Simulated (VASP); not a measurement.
CaO: band gap against volume per atom

Plane-wave PAW density functional theory at fixed atoms, no spin polarisation, Gamma-centred mesh; band v is the last by electron count, c the next, levels count from the top of v, gaps are read over the k mesh and the listed points, a negative gap is an overlap (a metal). The results are calculated, by VASP 6.6.1.

Cell of the first row (space group Fm-3m, No. 225):
```
CELL_PARAMETERS angstrom
0.00000 2.27770 2.27770
2.27770 0.00000 2.27770
2.27770 2.27770 0.00000
ATOMIC_POSITIONS crystal
Ca 0.00000 0.00000 0.00000
O 0.50000 0.50000 0.50000
```

Settings of every row: functional PBE; spin orbit no; screening parameter 0 Å⁻¹; occupations Fermi-Dirac; smearing width 0.02 eV; wave cutoff 520 eV; datasets recommended PBE set; valence electrons 16; k mesh a 10; k mesh b 10; k mesh c 10.

Point:
```csv
name,a (reciprocal cell vector),b (reciprocal cell vector),c (reciprocal cell vector)
Gamma,0,0,0
X,0.5,0,0.5
K,0.375,0.375,0.75
L,0.5,0.5,0.5
W,0.5,0.25,0.75
PBE-CBM,0,0.5,0.5
```

Limits: semilocal functionals tend to give too small a gap.

```csv
row,volume per atom (Å³),band gap (eV),direct gap (eV)
1,11.816,3.517,3.83
2,12.193,3.552,3.882
3,12.578,3.581,3.925
4,12.971,3.604,3.96
5,13.372,3.621,3.987
6,13.782,3.634,4.007
7,14.199,3.641,4.02
8,14.625,?,?
9,15.06,3.643,4.029
10,15.503,3.638,3.873
```

Question: what band gap should row 8 give?

Worked fit of band gap. Take t = volume per atom − 13, in Å³. The shown rows have t = -1.184, -0.807, -0.422, -0.029, 0.372, 0.782, 1.199, 2.06, 2.503. Least squares give band gap = 3.6035 + 0.05224 × t − 0.01571 × t² eV; a straight line predicts inner rows, each left out in turn, worse (root mean square 0.018 against 0.0022 eV). The rows lie off it by -0.003, 0.001, 0.002, 0.002, 0.000, -0.001, -0.003, -0.001, 0.002. The withheld row has t = 1.625, so the fit gives 3.6035 + 0.05224 × (1.625) − 0.01571 × (1.625)² = 3.647 eV.

The calculation gave 3.644 eV. The fit lies 0.003 eV (2.4 % of the column's range) above it; its largest miss of a shown row is 0.003 eV.

The other values of row 8: direct gap 4.027 eV.
